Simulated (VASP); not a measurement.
Wanted: the native input for a VASP 6.6.1 run.

```
Task                   : relaxation of the atoms
Functional             : PBE
Potentials or basis    : VASP PAW PBE potentials, release 64 (Ag, Cl)
Cutoff                 : 300 eV
k mesh                 : 4 × 4 × 4
Occupations            : gaussian, width 0.03 eV
Spin                   : no spin polarisation
Further INCAR settings : ALGO = Fast; EDIFF = 1e-07; IBRION = 2; EDIFFG = -0.01; NSW = 40
```

The structure of AgCl (Chlorargyrite) lies in POSCAR:

```
AgCl                                    
1.0
    0.0000000000      2.8537747226      2.8537747226
    2.8537747226     -0.0000000000      2.8537747226
    2.8537747226      2.8537747226     -0.0000000000
  Ag              Cl            
     1     1
Direct
     0.0000000000000000    0.0000000000000000    0.0000000000000000
     0.5000000000000000    0.5000000000000000    0.5000000000000000
```

The cell isn't the ideal one: a relaxed cell with its volume scaled by 1.06.

One way to write it, as run:

INCAR

```
SYSTEM = AgCl
  ALGO = Fast
  EDIFF = 1E-7
  EDIFFG = -0.01
  ENCUT = 300
  GGA = PE
  IBRION = 2
  ISIF = 2
  ISMEAR = 0
  LASPH = .TRUE.
  LCHARG = .FALSE.
  LREAL = .FALSE.
  LWAVE = .FALSE.
  NELM = 80
  NSW = 40
  PREC = Accurate
  SIGMA = 0.03
```

KPOINTS

```
k-points
0
G
  4 4 4
  0 0 0
```

Potentials or basis: VASP PAW PBE potentials, release 64 (Ag, Cl).

Run with:

```bash
$ cat potpaw_PBE.64/Ag/POTCAR potpaw_PBE.64/Cl/POTCAR > POTCAR
$ mpirun -np 1 vasp_std > vasp.out
```

Results of the run:

| Item | Value |
| --- | --- |
| Pressure after relaxing | -2.2 GPa |
| Band gap on the k mesh | 0.93 eV, indirect (least direct gap 2.91 eV) |

Caveat: the k mesh is coarse (spacing up to 0.48 Å⁻¹), so the values aren't converged; the cutoff is under 1.25 times the usual one of these potentials, so pressure, stress and relaxed cells hold a basis-set (Pulay) error; the relaxation stopped at its first step, so nothing moved.

It took 2.3 s on 1 thread of Intel(R) Xeon(R) 6975P-C (Granite Rapids) (shared host), peak memory 0.13 GiB.
